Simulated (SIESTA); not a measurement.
# GaN: Wannier functions with LDA

**Measured values to compare with.**

A printed reference work, textbook reports, for a bulk crystal of GaN at 0 K: band gap 3.299 eV (direct).

The system is GaN.

```xyz
2
Lattice="0.0000 2.2535 2.2535 2.2535 0.0000 2.2535 2.2535 2.2535 0.0000" Properties=species:S:1:pos:R:3 pbc="T T T"
Ga    0.0000    0.0000    0.0000
N     1.1268    1.1268    1.1268
```

The cell is a database's computed one.

| Property | Result |
| --- | --- |
| Program | SIESTA 5.4.2 |
| Task | Wannier functions |
| Functional | LDA |
| Potentials or basis | PseudoDojo 0.4 standard (LDA files) |
| Basis | TZP (energy shift 0.003 Ry; two zetas on semicore shells) |
| Grid cutoff | 800 Ry |
| Energy shift | 0.003 Ry |
| k mesh | 8 × 8 × 8 |
| Occupations | fermi-dirac, width 0.05 eV |
| Spin | no spin polarisation |
| Wannier functions | 9 |
| bands left out below | 0 |
| Projections | ["N:s", "N:p", "Ga:d"] |
| Wannier mesh | 6 × 6 × 6 |

```json
{"Pressure": "-4.8 GPa", "Band gap on the k mesh": "1.87 eV, direct", "Total Wannier spread": "5.89 Å² over 9 functions"}
```

Wannier centres (Å) and spreads (Å²):
```csv
function,x,y,z,spread
1,0.810,0.810,0.810,0.954
2,1.080,1.080,1.532,1.105
3,1.532,1.080,1.081,1.105
4,1.080,1.532,1.081,1.105
5,0.000,0.000,0.000,0.316
6,0.000,0.000,0.000,0.328
7,0.000,0.000,0.000,0.328
8,0.000,0.000,0.000,0.316
9,0.000,0.000,0.000,0.328
```

Wall time 2.5 min on 1 thread of Arm Neoverse V2, with other jobs on the host, peak memory 0.52 GiB.

A measured gap of GaN is 3.299 eV (direct; 0 K; a printed reference work, textbook); the calculated 1.87 eV misses it by -1.43 eV. Spin-orbit coupling on Ga is left out. The value is that of LDA in an atomic basis (PseudoDojo 0.4 standard (LDA files), TZP (energy shift 0.003 Ry; two zetas on semicore shells)), whose error adds to the functional's, on a finite k mesh, which can miss the band edges, without temperature or zero-point motion. Semilocal functionals fall short of measured gaps as a rule. The cell is a database's relaxed one, not the measured one, which moves gaps too.

Caveat: the basis of atomic orbitals isn't converged, which shifts pressures, moduli and gaps.
